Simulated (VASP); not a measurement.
Here is a VASP 6.6.1 calculation.

File INCAR:

```
SYSTEM = Cr
ALGO = Normal ; EDIFF = 1E-6
ENCUT = 520 ; GGA = PS
ISIF = 2 ; ISMEAR = 0
ISPIN = 2 ; LASPH = .True.
LCHARG = .True. ; LELF = .True.
LMAXMIX = 4 ; LORBIT = 11
LREAL = .False. ; LVHAR = .True.
LWAVE = .False. ; MAGMOM = 1.29 1.29 0.25 0.25
NBANDS = 36 ; NELM = 150
PREC = Accurate ; SIGMA = 0.1
```

Contents of KPOINTS:

```
k-points
0
Gamma
  9 9 2
  0 0 0
```

Contents of POSCAR:

```
Cr
1.0
    2.4712147666      0.0000000000      0.0000000000
   -1.2356073833      2.1401347661      0.0000000000
    0.0000000000      0.0000000000      8.6675100471
Cr
4
Direct
    0.0000000000      0.0000000000      0.0000000000
    0.0000000000      0.0000000000      0.5000000000
    0.3333333333      0.6666666667      0.7500000000
    0.6666666667      0.3333333333      0.2500000000
```

Potentials or basis: VASP PAW PBE potentials, release 64 (Cr_pv).

Launch:

```console
$ cat potpaw_PBE.64/Cr_pv/POTCAR > POTCAR
$ mpirun -np 1 vasp_std > vasp.out
```

Problem. Predict the pressure.

Solution. -0.5 GPa.

Problem. Predict the net moment.

Solution. 0.00 μB per cell.

Problem. Predict the band gap on the k mesh.

Solution. None (metal or under the smearing width).

Stress tensor (GPa, compression positive):
```
-0.41  0.00  0.00
 0.00 -0.41  0.00
 0.00  0.00 -0.62
```

Caveat: the k mesh is coarse (spacing up to 0.36 Å⁻¹), so the values aren't converged; the PAW data sets were made with another functional, which shifts forces and pressure a little.
